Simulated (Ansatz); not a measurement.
Runs of Ansatz 0.2.0 on TiAl3. Symmetry: I4/mmm, No. 139, tetragonal system. Conventional cell: a = 3.822 Å, b = 3.822 Å, c = 8.561 Å, α = 90.00°, β = 90.00°, γ = 90.00°. Ti (site symmetry 4/mmm) is surrounded by 12 Al at 2.70 to 2.87 Å. Al (site symmetry -4m2) has 8 Al at 2.70 to 2.87 Å and 4 Ti at 2.87 Å as nearest neighbours. Al (site symmetry 4/mmm) is surrounded by 4 Ti at 2.70 Å and 8 Al at 2.87 Å. The cell comes from a database or a generator and needn't be the stable form of this composition.

| task | level | potentials or basis | cell | smearing | gap on the mesh (eV) | pressure (GPa) | V0 of scaled cells (Å³/atom) | relaxed volume (Å³/atom) | B0 (GPa) |
| --- | --- | --- | --- | --- | --- | --- | --- | --- | --- |
| relaxation of cell and atoms | PBE+D4 | Ansatz PAW | relaxed | fermi-dirac 0.05 eV | none | 0.0 | - | (b) | - |
| single point | PBE | Ansatz PAW | as given | gaussian 0.02 eV | none | 2.1 | - | - | - |
| equation of state | PBE | Ansatz PAW soft_1 | as given | fermi-dirac 0.05 eV | - | - | 15.93 | - | 106 |
| relaxation of cell and atoms | PBEsol+D4 | Ansatz PAW | relaxed | fermi-dirac 0.05 eV | none | 0.0 | - | 15.31 | - |
| equation of state | PBE | Ansatz PAW | as given | fermi-dirac 0.05 eV | - | - | 15.94 | - | 106 |
| relaxation of cell and atoms | revPBE+D3(BJ) | Ansatz PAW | relaxed | fermi-dirac 0.05 eV | none | 0.0 | - | (a) | - |
| single point | PBE | Ansatz PAW | as given | gaussian 0.011 eV | none | 2.1 | - | - | - |
| single point | PBE | Ansatz PAW | as given | gaussian 0.023 eV | none | 2.1 | - | - | - |

Alike in all rows: no spin polarisation; k mesh 10 × 10 × 10; cutoff (eV) 420.

**Question.** Estimate the missing entries.

**Answer.** (a) 14.97; (b) 15.47.

Caveats: the plane-wave basis is chosen anew once the cell has moved, so the energies of steps on either side of that aren't comparable (some runs); pairwise dispersion overbinds metals, which lowers pressure and volume (some runs); the cell was scaled at fixed shape and fractional positions, which overstates the stiffness of a crystal with free parameters, most of all of layers and chains (some runs); the PAW data sets come from PBE, with cores solved anew for the run's functional, which leaves a small shift of forces and pressure (some runs); the potentials were made for another functional, which shifts forces and pressure (some runs).

A k mesh can miss the band edges.

A gap of «none» marks a metal or a gap under the smearing width.

Not every run made on this cell is shown here.
